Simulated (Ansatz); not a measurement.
Runs of Ansatz 0.2.0 on Zr. It takes space group P6_3/mmc (No. 194, hexagonal). Conventional cell: a = 3.232 Å, b = 3.232 Å, c = 5.147 Å, α = 90.00°, β = 90.00°, γ = 120.00°. Zr (site symmetry -6m2) has 12 Zr at 3.18 to 3.23 Å as nearest neighbours. 

```csv
level,gap on the mesh (eV),pressure (GPa),relaxed volume (Å³/atom)
revPBE,none,0.0,23.79
LDA,none,0.0,21.80
PBEsol,none,0.0,22.47
RPBE,none,0.0,(b)
BLYP,none,0.0,(a)
```

Alike in all rows: task relaxation of cell and atoms; potentials or basis Ansatz PAW; no spin polarisation; cell relaxed; k mesh 9 × 9 × 5; cutoff (eV) 420; smearing fermi-dirac 0.05 eV.

Question: Fill in the values left out.

Answer: (a) 24.16; (b) 23.95.

Caveats: the plane-wave basis is chosen anew once the cell has moved, so the energies of steps on either side of that aren't comparable; the PAW data sets come from PBE, with cores solved anew for the run's functional, which leaves a small shift of forces and pressure.

A k mesh can miss the band edges, and the runs leave out spin-orbit coupling on Zr.

A gap of «none» marks a metal or a gap under the smearing width.

Runs at the PBE level aren't shown here.
